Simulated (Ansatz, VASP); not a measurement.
Two plane-wave programs on Ta

Contents of INCAR:

```
  PREC = Accurate
  ENCUT = 520
  EDIFF = 1E-6
  ISMEAR = 0
  SIGMA = 0.15
  LREAL = False
  LASPH = True
  NELM = 100
  ALGO = Fast
  ISIF = 2
  LWAVE = False
  LCHARG = False
  GGA = PE
  NBANDS = 12
```

KPOINTS

```
regular mesh
0
Gamma
  18 18 18
```

The input POSCAR:

```
Ta
1.0
   -1.6138477708      1.6594835689      1.9084061042
    1.6138477708     -1.6594835689      1.9084061042
    1.6138477708      1.6594835689     -1.9084061042
Ta
1
Direct
    0.0000000000      0.0000000000      0.0000000000
```

Input for Ansatz:

```yaml
crystal:
  lattice:
    - [-1.6138477708, 1.6594835689, 1.9084061042]
    - [1.6138477708, -1.6594835689, 1.9084061042]
    - [1.6138477708, 1.6594835689, -1.9084061042]
  atoms:
    - { symbol: Ta, position: [0.0, 0.0, 0.0] }
basis:
  ecutwfc: 420
kpoints:
  mp_grid: { grid: [18, 18, 18] }
hamiltonian:
  xc: pbe
  pseudopotentials: { kind: paw, azcp: { folder: soft_1 } }
scf:
  occupations: { method: gaussian, width: 0.15 }
output:
  forces: true
  stress: true
  eigenvalues: true
```

Change from the starting cell: normal strain along x -0.0275, normal strain along z +0.1500.

Alike in both runs: task single point; functional PBE; k mesh 18 × 18 × 18; occupations gaussian, width 0.15 eV; no spin polarisation.

|  | VASP | Ansatz |
| --- | --- | --- |
| version | VASP 6.6.1 | Ansatz 0.2.0 |
| potentials or method | VASP PAW PBE potentials, release 64 (Ta_pv) | scalar-relativistic, plane waves, PAW |
| plane-wave cutoff (eV) | 520 | 420 |
| valence electrons in the cell | 11 | 13 |

Ansatz gave:

```
gap on the k mesh at the Fermi level (eV)       : none
pressure (GPa)                                  : -16.1
largest component of the traceless stress (GPa) : 5.83
```

**Question.** Which values does VASP return?

**Answer.** gap on the k mesh at the Fermi level (eV): none; pressure (GPa): -16.1; largest component of the traceless stress (GPa): 5.85.

A gap of «none» marks a metal or a gap that the smearing closes. The two sets of potentials don't hold the same shells in valence.

Caveats: so large a pressure means that the cell lies far from this level's equilibrium, or that cutoff or potentials fall short (VASP). Spin-orbit coupling is left out, which matters for the levels of Ta.
